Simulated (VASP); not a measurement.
TaN, 4 atoms in the cell. The structure is hexagonal, space group P6_3mc (No. 186). The conventional cell has a = 3.050 Å, b = 3.050 Å, c = 4.940 Å, α = 90.00°, β = 90.00°, γ = 120.00°. Around Ta (site symmetry 3m) lie 4 N at 1.85 to 1.90 Å. N (site symmetry 3m) has 4 Ta at 1.85 to 1.90 Å as nearest neighbours. 

```yaml
Program: VASP 6.6.1
Task: single point
Functional: PBEsol
Potentials_or_basis: VASP PAW PBE potentials, release 64 (Ta_pv, N)
Cutoff: 520 eV
k_mesh: 8 × 8 × 5
Occupations: gaussian, width 0.05 eV
Spin: collinear spin, antiferromagnetic start
Starting_moments: "[0.5, -0.5, 0.0, 0.0] μB"
Hubbard_terms: Ta d U = 2 eV
Further_INCAR_settings: ALGO = Normal; EDIFF = 1e-06; NBANDS = 28
```

Potentials or basis: VASP PAW PBE potentials, release 64 (Ta_pv, N).

The run is started by

```sh
$ cat potpaw_PBE.64/Ta_pv/POTCAR potpaw_PBE.64/N/POTCAR > POTCAR
$ mpirun -np 1 vasp_std > vasp.out
```

Hardware: 1 thread of Intel(R) Xeon(R) Platinum 8488C (Sapphire Rapids), with other jobs on the host.

**Question.** How long does it take, and how much memory?

**Answer.** Wall time 56 s on 1 thread of Intel(R) Xeon(R) Platinum 8488C (Sapphire Rapids), with other jobs on the host, peak memory 0.2 GiB. Counts: scf iterations 15, k points 30.
